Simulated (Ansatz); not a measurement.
BaS:

```
Ba S
1.0
     0.00000    3.19375    3.19375
     3.19375    0.00000    3.19375
     3.19375    3.19375    0.00000
Ba S
1 1
Direct
  0.00000 0.00000 0.00000
  0.50000 0.50000 0.50000
```

- Program: Ansatz 0.2.0
- Task: relaxation of cell and atoms
- Functional: HF
- Potentials or basis: Ansatz PAW
- Cutoff: 420 eV (not typed: the program's choice for these potentials)
- k mesh: 4 × 4 × 4
- Occupations: fermi-dirac, width 0.05 eV
- Spin: no spin polarisation

At the start: volume 32.58 Å³/atom.

Question: How do energy, volume and symmetry change on relaxing?

Answer: It ends after 5 steps and the volume is 36.33 Å³/atom (+11.5 %); space group Fm-3m (No. 225, to 0.05 Å).

Step by step:
```tsv
step	energy change (eV)	largest force (eV/Å)	volume (Å³)
1	0.0000	0.0000	65.15
2	-0.1020	0.0000	75.15
3	-0.1120	0.0000	73.10
4	-0.1125	0.0000	72.65
5	-0.1154	0.0000	72.65
```

Final structure:
```yaml
crystal:
  lattice:
    - [0.00000, 3.31191, 3.31191]
    - [3.31191, 0.00000, 3.31191]
    - [3.31191, 3.31191, 0.00000]
  atoms:
    - { symbol: Ba, position: [0.00000, 0.00000, 0.00000] }
    - { symbol: S, position: [0.50000, 0.50000, 0.50000] }
```

Caveat: the k mesh is coarse (spacing up to 0.43 Å⁻¹), so the values aren't converged, least of all with exact exchange; the plane-wave basis is chosen anew once the cell has moved, so the energies of steps on either side of that aren't comparable; the volume moved by +12 % from the deposited cell, more than functionals usually miss; the PAW data sets come from PBE, with cores solved anew for the run's functional, which leaves a small shift of forces and pressure.
